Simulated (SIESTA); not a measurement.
C:

```
CELL_PARAMETERS angstrom
2.52210 0.00000 0.00000
-1.26105 2.18420 0.00000
0.00000 0.00000 8.23710
ATOMIC_POSITIONS crystal
C 0.66667 0.33333 0.84375
C 0.33333 0.66667 0.34375
C 0.66667 0.33333 0.65625
C 0.33333 0.66667 0.15625
C 0.00000 0.00000 0.90625
C 0.00000 0.00000 0.40625
C 0.00000 0.00000 0.59375
C 0.00000 0.00000 0.09375
```

This is a hexagonal form of diamond, not graphite.

Base run:

```yaml
Program: SIESTA 5.4.2
Functional: B86bPBE
Potentials_or_basis: PseudoDojo 0.4 standard (PBE files)
Basis: DZP (energy shift 0.002 Ry)
Grid_cutoff: 500 Ry
Energy_shift: 0.002 Ry
k_mesh: 12 × 12 × 4
Occupations: fermi-dirac, width 0.05 eV
Spin: no spin polarisation
```

Its results: band gap on the k mesh 4.62 eV, indirect (least direct gap 5.30 eV); pressure 12.2 GPa; largest force 0.328 eV/Å.

**Question.** The run is repeated on the same cell with these changes: functional from B86bPBE to vdW-DF2. What comes out?

**Answer.** Band gap on the k mesh 5.02 eV, indirect (least direct gap 5.51 eV); pressure 30.8 GPa; largest force 0.351 eV/Å.

Caveats: the potentials were made for another functional, which shifts forces and pressure; the basis of atomic orbitals isn't converged, which shifts pressures, moduli and gaps; a pressure of tens of GPa on the cell as given is suspect, and the run, the potentials or the cell itself is likely at fault (some runs).

Not every run made on this cell is shown here.
